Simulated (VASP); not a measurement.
# AlN (P6_3mc) in VASP: notebook, part 2 of 2

VASP 6.6.1. The steps go on from the part before.

### Step 3. Relaxation of shape and atoms at fixed volume, PBE (a relaxed cell with its volume scaled by 1.06)

File INCAR:

```
SYSTEM = AlN
PREC = Accurate
ENCUT = 520
EDIFF = 1E-7
ISMEAR = 0
SIGMA = 0.02
LREAL = .FALSE.
LASPH = .TRUE.
NELM = 100
ALGO = Fast
ISIF = 4
LWAVE = .FALSE.
LCHARG = .FALSE.
GGA = PE
IBRION = 2
NSW = 80
EDIFFG = -0.002
```

File KPOINTS:

```
regular mesh
0
G
  6 6 2
  0 0 0
```

File POSCAR:

```
AlN                                     
1.0
    3.1897380909      0.0000000000      0.0000000000
   -1.5948690454      2.7623942160      0.0000000000
    0.0000000000      0.0000000000      5.1146947882
  Al              N             
     2     2
Direct
     0.3333333300000021    0.6666666699999979    0.9992493515525211
     0.6666666699999979    0.3333333300000021    0.4992493515525211
     0.3333333300000021    0.6666666699999979    0.3807506484474814
     0.6666666699999979    0.3333333300000021    0.8807506484474814
```

Potentials or basis: VASP PAW PBE potentials, release 64 (Al, N).

On the command line:

```sh
$ cat potpaw_PBE.64/Al/POTCAR potpaw_PBE.64/N/POTCAR > POTCAR
$ mpirun -np 1 vasp_std > vasp.out
```

OUTCAR:

```text
SYSTEM = AlN
   PREC = Accurate
   ENCUT = 520
   EDIFF = 1E-7
   ISMEAR = 0
   LREAL = .FALSE.
   LASPH = .TRUE.
   NELM = 100
   ISIF = 4
   GGA = PE
   IBRION = 2
   NSW = 80
   EDIFFG = -0.002

 ion  position               nearest neighbor table
   1  0.333  0.667  0.999-   4 1.94   4 1.94   4 1.94   3 1.95   2 3.15   2 3.15   2 3.15   2 3.15
                             2 3.15   2 3.15
   2  0.667  0.333  0.499-   3 1.94   3 1.94   3 1.94   4 1.95   1 3.15   1 3.15   1 3.15   1 3.15
                             1 3.15   1 3.15
   3  0.333  0.667  0.381-   2 1.94   2 1.94   2 1.94   1 1.95
   4  0.667  0.333  0.881-   1 1.94   1 1.94   1 1.94   2 1.95

  LATTYP: Found a hexagonal cell.
 ALAT       =     3.1897380909
 C/A-ratio  =     1.6034842493

  Lattice vectors:

 A1 = (   3.1897380909,   0.0000000000,   0.0000000000)
 A2 = (  -1.5948690454,   2.7623942160,   0.0000000000)
 A3 = (   0.0000000000,   0.0000000000,   5.1146947882)

Analysis of symmetry for initial positions (statically):
=====================================================================
 Subroutine PRICEL returns:
 Original cell was already a primitive cell.

 Routine SETGRP: Setting up the symmetry group for a
 hexagonal supercell.

 Subroutine GETGRP returns: Found 12 space group operations
 (whereof  6 operations were pure point group operations)
 out of a pool of 24 trial point group operations.

The static configuration has the point symmetry C_3v.
 The point group associated with its full space group is C_6v.

Analysis of symmetry for dynamics (positions and initial velocities):
=====================================================================
 Subroutine PRICEL returns:
 Original cell was already a primitive cell.

 Routine SETGRP: Setting up the symmetry group for a
 hexagonal supercell.

 Subroutine GETGRP returns: Found 12 space group operations
 (whereof  6 operations were pure point group operations)
 out of a pool of 24 trial point group operations.

The dynamic configuration has the point symmetry C_3v.
 The point group associated with its full space group is C_6v.

 Subroutine INISYM returns: Found 12 space group operations
 (whereof  6 operations are pure point group operations),
 and found     1 'primitive' translations

----------------------------------------------------------------------------------------

                                     Primitive cell

  volume of cell :      45.0672

  direct lattice vectors                    reciprocal lattice vectors
     3.189738091  0.000000000  0.000000000     0.313505364  0.181002406  0.000000000
    -1.594869045  2.762394216  0.000000000     0.000000000  0.362004812  0.000000000
     0.000000000  0.000000000  5.114694788     0.000000000  0.000000000  0.195515088

  length of vectors
     3.189738091  3.189738089  5.114694788     0.362004812  0.362004812  0.195515088

  position of ions in fractional coordinates (direct lattice)
     0.333333330  0.666666670  0.999249352
     0.666666670  0.333333330  0.499249352
     0.333333330  0.666666670  0.380750648
     0.666666670  0.333333330  0.880750648

  ion indices of the primitive-cell ions
   primitive index   ion index
                 1           1
                 2           2
                 3           3
                 4           4

[... 29 lines left out ...]
  0.166667 -0.000000  0.000000      6.000000
  0.333333 -0.000000  0.000000      6.000000
  0.500000 -0.000000  0.000000      3.000000
  0.166667  0.166667  0.000000      6.000000
  0.333333  0.166667  0.000000     12.000000
  0.333333  0.333333  0.000000      2.000000
  0.000000  0.000000  0.500000      1.000000
  0.166667 -0.000000  0.500000      6.000000
  0.333333 -0.000000  0.500000      6.000000
  0.500000 -0.000000  0.500000      3.000000
  0.166667  0.166667  0.500000      6.000000
  0.333333  0.166667  0.500000     12.000000
  0.333333  0.333333  0.500000      2.000000
   k-points           NKPTS =     14   k-points in BZ     NKDIM =     14   number of bands    NBANDS=     12
   number of dos      NEDOS =    301   number of ions     NIONS =      4
   total plane-waves  NPLWV =  23040
   dimension x,y,z NGX =    24 NGY =   24 NGZ =   40
   dimension x,y,z NGXF=    48 NGYF=   48 NGZF=   80
   ions per type =               2   2
   NGX,Y,Z   is equivalent  to a cutoff of  12.51, 12.51, 13.00 a.u.
   NGXF,Y,Z  is equivalent  to a cutoff of  25.02, 25.02, 26.00 a.u.
 SYSTEM =  AlN
   PREC   = accura    normal or accurate (medium, high low for compatibility)
   ISTART =      0    job   : 0-new  1-cont  2-samecut
   ICHARG =      2    charge: 1-file 2-atom 10-const
   ISPIN  =      1    spin polarized calculation?
   LNONCOLLINEAR =      F non collinear calculations
   LSORBIT =      F    spin-orbit coupling
   LASPH  =      T    aspherical Exc in radial PAW
   ENCUT  =  520.0 eV  38.22 Ry    6.18 a.u.   5.93  5.93  9.51*2*pi/ulx,y,z
   NELM   =    100;   NELMIN=  2; NELMDL= -5     # of ELM steps
   EDIFF  = 0.1E-06   stopping-criterion for ELM
   LREAL  =      F    real-space projection
   EDIFFG = -.2E-02   stopping-criterion for IOM
   NSW    =     80    number of steps for IOM
   IBRION =      2    ionic relax: 0-MD 1-quasi-New 2-CG
   NFREE  =      1    steps in history (QN), initial steepest desc. (CG)
   ISIF   =      4    stress and relaxation
   ISYM   =      2    0-nonsym 1-usesym 2-fastsym
   POTIM  = 0.5000    time-step for ionic-motion
   TEBEG  =    0.0;   TEEND  =   0.0 temperature during run
   PSTRESS=    0.0 pullay stress
   NELECT =      16.0000    total number of electrons
   NUPDOWN=      -1.0000    fix difference up-down
   EMIN   =  10.00;   EMAX   =-10.00  energy-range for DOS
   EFERMI =   0.00;   METHOD = LEGACY
   ISMEAR =     0;   SIGMA  =   0.02  broadening in eV -4-tet -1-fermi 0-gaus
   EFERMI_NEDOS =   21; number of points for ismear=-14 and -15
   IALGO  =     68    algorithm
   IMIX   =      4    mixing-type and parameters
     AMIX     =   0.40;   BMIX     =  1.00
     AMIX_MAG =   1.60;   BMIX_MAG =  1.00
  volume/ion in A,a.u.               =      11.27        76.03
  Fermi-wavevector in a.u.,A,eV,Ry     =   1.159208  2.190585 18.283007  1.343763
  Thomas-Fermi vector in A             =   2.295803
   LORBIT       =      0    0 simple, 1 ext, 2 COOP (PROOUT), +10 PAW based schemes
   GGA     = PE    functional components
   LHFCALC =     F    Hartree Fock is set to
   AEXX    =    0.0000 exact exchange contribution
   IVDW    =     0    specifies the selected vdW correction
   LEPSILON=     F    determine dielectric tensor
   LRPA    =     F    only Hartree local field effects (RPA)
 conjugate gradient relaxation of ions
 non-spin polarized calculation
 RMM-DIIS sequential band-by-band and
 Gauss-broadening in eV      SIGMA  =   0.02
  energy-cutoff  :      520.00
  volume of cell :       45.07
 maximum number of plane-waves:      1230
 NGX is ok and might be reduce to    24
   NGX = 11   NGY = 11   NGZ = 19

--------------------------------------- Ionic step        1  -------------------------------------------

 number of electron      16.0000003 magnetization

 Free energy of the ion-electron system (eV)
  ---------------------------------------------------
  ext. energy  EPLUGINS =         0.00000000
  ---------------------------------------------------
  free energy    TOTEN  =       -29.69559147 eV

  energy without entropy =      -29.69559147  energy(sigma->0) =      -29.69559147

------------------------ aborting loop because EDIFF is reached ----------------------------------------

  FORCE on cell =-STRESS in cart. coord.  units (eV):
  Direction    XX          YY          ZZ          XY          YZ          ZX
  --------------------------------------------------------------------------------------
  -------------------------------------------------------------------------------------
  Total       -2.9085346     -2.9085346     -2.7261237     -0.0000000      0.0000000      0.0000000
  in kB     -103.4009242   -103.4009240    -96.9160581     -0.0000000      0.0000000      0.0000000
  external PRESSURE =    -101.2393021 kB  Pullay stress =       0.0000000 kB
[... 139 lines left out ...]
--------------------------------------- Ionic step        5  -------------------------------------------

 number of electron      16.0000003 magnetization

 Free energy of the ion-electron system (eV)
  ---------------------------------------------------
  ext. energy  EPLUGINS =         0.00000000
  ---------------------------------------------------
  free energy    TOTEN  =       -29.69585414 eV

  energy without entropy =      -29.69585414  energy(sigma->0) =      -29.69585414

 E-fermi :   5.5451     XC(G=0): -10.5839

 val. band max:        5.4182240326   @ k =   0.0000   0.0000   0.0000
 cond. band min:       8.9932238267   @ k =   0.0000   0.0000   0.0000
 fundamental gap:      3.5749997941
 Fermi energy:         5.5450788933

 k-point     1 :       0.0000    0.0000    0.0000
  band No.  band energies     occupation
      1      -9.2987      2.00000
      2      -7.3953      2.00000
      3      -0.2324      2.00000
      4       4.6383      2.00000
      5       4.6383      2.00000
      6       5.2582      2.00000
      7       5.2582      2.00000
      8       5.4182      2.00000
      9       8.9932      0.00000
     10      11.4916      0.00000
     11      15.4227      0.00000
     12      16.0843      0.00000
[... 224 lines left out ...]
  FREE ENERGIE OF THE ION-ELECTRON SYSTEM (eV)
  ---------------------------------------------------
  free  energy   TOTEN  =       -29.6958541369 eV

  energy  without entropy=      -29.6958541369  energy(sigma->0) =      -29.69585414

 reached required accuracy - stopping structural energy minimisation
```

Run time: 22 s. Hardware: 1 thread of Intel Xeon Platinum 8259CL at 2.50GHz (Skylake/Cascade Lake), shared host; peak memory 0.15 GiB.

What came out:

- Free energy: -29.6959 eV
- Energy gained by relaxing: 0.1 meV/atom
- Ionic steps: 5
- Pressure after relaxing: -10.1 GPa
- Band gap on the k mesh: 3.58 eV, direct

The path:
| step | energy change (eV) | largest force (eV/Å) | pressure (GPa) | volume (Å³) |
| --- | --- | --- | --- | --- |
| 1 | 0.0000 | 0.0192 | -10.12 | 45.07 |
| 2 | -0.0002 | 0.0167 | -10.10 | 45.07 |
| 3 | -0.0002 | 0.0157 | -10.10 | 45.07 |
| 4 | -0.0003 | 0.0050 | -10.09 | 45.07 |
| 5 | -0.0003 | 0.0003 | -10.09 | 45.07 |

Final structure:
```cif
data_structure
_symmetry_space_group_name_H-M 'P 1'
_symmetry_Int_Tables_number 1
_cell_length_a 3.1866
_cell_length_b 3.1866
_cell_length_c 5.1248
_cell_angle_alpha 90.000
_cell_angle_beta 90.000
_cell_angle_gamma 120.000
_cell_volume 45.07
loop_
_atom_site_label
_atom_site_type_symbol
_atom_site_fract_x
_atom_site_fract_y
_atom_site_fract_z
_atom_site_occupancy
Al1 Al 0.33333 0.66667 0.99965 1
Al2 Al 0.66667 0.33333 0.49965 1
N1 N 0.33333 0.66667 0.38035 1
N2 N 0.66667 0.33333 0.88035 1
```

Caveat: the k mesh is coarse (spacing up to 0.61 Å⁻¹), so the values aren't converged.

### Step 4. Relaxation of shape and atoms at fixed volume, PBE (a relaxed cell with its volume scaled by 0.91)

INCAR is that of step 3.

KPOINTS is that of step 3.

Changes to POSCAR since step 3:

```diff
@@ -2,5 +2,5 @@
 1.0
-    3.1897380909      0.0000000000      0.0000000000
-   -1.5948690454      2.7623942160      0.0000000000
-    0.0000000000      0.0000000000      5.1146947882
+    3.0315648784      0.0000000000      0.0000000000
+   -1.5157824392      2.6254121959      0.0000000000
+    0.0000000000      0.0000000000      4.8610665333
   Al              N
```

Potentials or basis: VASP PAW PBE potentials, release 64 (Al, N).

On the command line:

```sh
$ cat potpaw_PBE.64/Al/POTCAR potpaw_PBE.64/N/POTCAR > POTCAR
$ mpirun -np 1 vasp_std > vasp.out
```

OUTCAR:

```text
SYSTEM = AlN
   PREC = Accurate
   ENCUT = 520
   EDIFF = 1E-7
   ISMEAR = 0
   LREAL = .FALSE.
   LASPH = .TRUE.
   NELM = 100
   ISIF = 4
   GGA = PE
   IBRION = 2
   NSW = 80
   EDIFFG = -0.002

 ion  position               nearest neighbor table
   1  0.333  0.667  0.999-   4 1.84   4 1.84   4 1.84   3 1.85   2 3.00   2 3.00   2 3.00   2 3.00
                             2 3.00   2 3.00
   2  0.667  0.333  0.499-   3 1.84   3 1.84   3 1.84   4 1.85   1 3.00   1 3.00   1 3.00   1 3.00
                             1 3.00   1 3.00
   3  0.333  0.667  0.381-   2 1.84   2 1.84   2 1.84   1 1.85
   4  0.667  0.333  0.881-   1 1.84   1 1.84   1 1.84   2 1.85

  LATTYP: Found a hexagonal cell.
 ALAT       =     3.0315648784
 C/A-ratio  =     1.6034842493

[... 187 lines left out ...]
  Total        5.4638771      5.4638771      5.0989608      0.0000000      0.0000000      0.0000000
  in kB      226.2640591    226.2640588    211.1525468      0.0000000      0.0000000      0.0000000
  external PRESSURE =     221.2268882 kB  Pullay stress =       0.0000000 kB
[... 139 lines left out ...]
--------------------------------------- Ionic step        5  -------------------------------------------

 number of electron      16.0000002 magnetization

 Free energy of the ion-electron system (eV)
  ---------------------------------------------------
  ext. energy  EPLUGINS =         0.00000000
  ---------------------------------------------------
  free energy    TOTEN  =       -29.53392138 eV

  energy without entropy =      -29.53392138  energy(sigma->0) =      -29.53392138

 E-fermi :   7.1220     XC(G=0): -11.2482

 val. band max:        6.9725956723   @ k =   0.0000   0.0000   0.0000
 cond. band min:      11.8211357588   @ k =   0.0000   0.0000   0.0000
 fundamental gap:      4.8485400865
 Fermi energy:         7.1219869453

 k-point     1 :       0.0000    0.0000    0.0000
  band No.  band energies     occupation
      1      -8.7489      2.00000
      2      -6.3273      2.00000
      3       0.5941      2.00000
      4       5.9743      2.00000
      5       5.9743      2.00000
      6       6.6600      2.00000
      7       6.6600      2.00000
      8       6.9726      2.00000
      9      11.8211      0.00000
     10      14.2042      0.00000
     11      18.2221      0.00000
     12      18.5617      0.00000
[... 224 lines left out ...]
  FREE ENERGIE OF THE ION-ELECTRON SYSTEM (eV)
  ---------------------------------------------------
  free  energy   TOTEN  =       -29.5339213772 eV

  energy  without entropy=      -29.5339213772  energy(sigma->0) =      -29.53392138

 reached required accuracy - stopping structural energy minimisation
```

OSZICAR:

```text
N       E                     dE             d eps       ncg     rms          rms(c)
DAV:   1     0.519142726587E+02    0.51914E+02   -0.77780E+03   336   0.120E+03
DAV:   2    -0.308253330528E+02   -0.82740E+02   -0.75567E+02   496   0.235E+02
DAV:   3    -0.345741026082E+02   -0.37488E+01   -0.37318E+01   448   0.520E+01
[... 43 lines left out ...]
DAV:   1    -0.295339137866E+02   -0.78799E-04   -0.15918E-02   336   0.117E+00    0.190E-02
RMM:   2    -0.295339247557E+02   -0.10969E-04   -0.18981E-04   336   0.125E-01    0.108E-02
RMM:   3    -0.295339214451E+02    0.33106E-05   -0.17999E-05   336   0.450E-02    0.386E-03
RMM:   4    -0.295339213553E+02    0.89819E-07   -0.29131E-06   336   0.176E-02    0.180E-03
RMM:   5    -0.295339213772E+02   -0.21892E-07   -0.37227E-07   276   0.607E-03
   5 F= -.29533921E+02 E0= -.29533921E+02  d E =-.284147E-03
```

CONTCAR:

```text
AlN
   1.00000000000000
     3.0393704206967813    0.0000000000000000   -0.0000000000000000
    -1.5196852103483907    2.6321719931146292    0.0000000000000000
    -0.0000000000000000   -0.0000000000000000    4.8361307529587858
  Al              N
     2     2
Direct
     0.3333333300000021    0.6666666699999979    0.9981018363275141
     0.6666666699999979    0.3333333300000021    0.4981018363275143
     0.3333333300000021    0.6666666699999979    0.3818981636724883
     0.6666666699999979    0.3333333300000021    0.8818981636724884

  0.00000000E+00  0.00000000E+00  0.00000000E+00
  0.00000000E+00  0.00000000E+00  0.00000000E+00
  0.00000000E+00  0.00000000E+00  0.00000000E+00
  0.00000000E+00  0.00000000E+00  0.00000000E+00
```

Wall time 23 s (1 thread of Intel Xeon Platinum 8259CL at 2.50GHz (Skylake/Cascade Lake), shared host); peak memory 0.14 GiB.

Results:

```yaml
Free_energy: -29.5339 eV
Energy_gained_by_relaxing: 0.3 meV/atom
Ionic_steps: 5
Pressure_after_relaxing: 22.0 GPa
Band_gap_on_the_k_mesh: 4.85 eV, direct
```

Step by step:
| step | energy change (eV) | largest force (eV/Å) | pressure (GPa) | volume (Å³) |
| --- | --- | --- | --- | --- |
| 1 | 0.0000 | 0.0401 | 22.12 | 38.69 |
| 2 | -0.0009 | 0.0553 | 22.03 | 38.69 |
| 3 | -0.0011 | 0.0650 | 21.99 | 38.69 |
| 4 | -0.0013 | 0.0358 | 21.94 | 38.69 |
| 5 | -0.0014 | 0.0006 | 21.96 | 38.69 |

Final structure:
```
Al N
1.0
     3.03937    0.00000    0.00000
    -1.51969    2.63217    0.00000
     0.00000    0.00000    4.83613
Al N
2 2
Direct
  0.33333 0.66667 0.99810
  0.66667 0.33333 0.49810
  0.33333 0.66667 0.38190
  0.66667 0.33333 0.88190
```

Caveat: the k mesh is coarse (spacing up to 0.65 Å⁻¹), so the values aren't converged.

### Step 5. Relaxation of shape and atoms at fixed volume, PBE (a relaxed cell with its volume scaled by 1.09)

INCAR is that of step 4.

KPOINTS is that of step 4.

Changes to POSCAR since step 4:

```diff
@@ -2,5 +2,5 @@
 1.0
-    3.0315648784      0.0000000000      0.0000000000
-   -1.5157824392      2.6254121959      0.0000000000
-    0.0000000000      0.0000000000      4.8610665333
+    3.2195504552      0.0000000000      0.0000000000
+   -1.6097752276      2.7882124809      0.0000000000
+    0.0000000000      0.0000000000      5.1624984448
   Al              N
```

On the command line:

```sh
$ cat potpaw_PBE.64/Al/POTCAR potpaw_PBE.64/N/POTCAR > POTCAR
$ mpirun -np 1 vasp_std > vasp.out
```

It took 22 s on 1 thread of Intel Xeon Platinum 8259CL at 2.50GHz (Skylake/Cascade Lake), shared host; peak memory 0.15 GiB.

It converged, with:

```yaml
Free_energy: -29.5997 eV
Energy_gained_by_relaxing: 0.1 meV/atom
Ionic_steps: 5
Pressure_after_relaxing: -14.1 GPa
Band_gap_on_the_k_mesh: 3.35 eV, direct
```

The path:
| step | energy change (eV) | largest force (eV/Å) | pressure (GPa) | volume (Å³) |
| --- | --- | --- | --- | --- |
| 1 | 0.0000 | 0.0277 | -14.16 | 46.34 |
| 2 | -0.0005 | 0.0221 | -14.13 | 46.34 |
| 3 | -0.0005 | 0.0198 | -14.12 | 46.34 |
| 4 | -0.0005 | 0.0038 | -14.12 | 46.34 |
| 5 | -0.0005 | 0.0003 | -14.12 | 46.34 |

Final structure:
```
CELL_PARAMETERS angstrom
3.21503 0.00000 0.00000
-1.60751 2.78430 0.00000
0.00000 0.00000 5.17703
ATOMIC_POSITIONS crystal
Al 0.33333 0.66667 0.99980
Al 0.66667 0.33333 0.49980
N 0.33333 0.66667 0.38020
N 0.66667 0.33333 0.88020
```

Levels at points of the mesh, in eV from the valence-band top:
| k point | band 4 | band 5 | band 6 | band 7 | band 8 | band 9 | band 10 | band 11 | band 12 |
| --- | --- | --- | --- | --- | --- | --- | --- | --- | --- |
| (0.00, 0.00, 0.00) | -0.75 | -0.75 | -0.14 | -0.14 | 0.00 | 3.35 | 5.86 | 9.79 | 10.48 |
| (0.50, 0.00, 0.00) | -3.92 | -3.08 | -1.89 | -1.60 | -0.62 | 5.52 | 5.56 | 7.33 | 9.55 |
| (0.00, 0.00, 0.50) | -3.17 | -0.46 | -0.46 | -0.46 | -0.46 | 5.63 | 5.63 | 9.50 | 9.50 |
| (0.50, 0.00, 0.50) | -5.18 | -1.32 | -1.32 | -1.26 | -1.26 | 4.97 | 4.97 | 8.64 | 8.64 |

Caveat: the k mesh is coarse (spacing up to 0.61 Å⁻¹), so the values aren't converged.

### Step 6. Summary

```csv
cell,gap on the mesh (eV),pressure (GPa)
relaxed at fixed volume from: a relaxed cell with its volume scaled by 0.94,4.58,13.5
relaxed at fixed volume from: a relaxed cell with its volume scaled by 1.06,3.58,-10.1
relaxed at fixed volume from: a relaxed cell with its volume scaled by 0.91,4.85,22.0
relaxed at fixed volume from: a relaxed cell with its volume scaled by 1.09,3.35,-14.1
```

Alike in all rows: task relaxation of shape and atoms at fixed volume; level PBE; potentials or basis VASP PAW PBE potentials, release 64 (Al, N); no spin polarisation; k mesh 6 × 6 × 2; cutoff (eV) 520; smearing gaussian 0.02 eV; the mesh is coarse, so values aren't converged.

Caveats: all runs use coarse meshes.

Absolute energies hang on the potentials; compare differences alone.
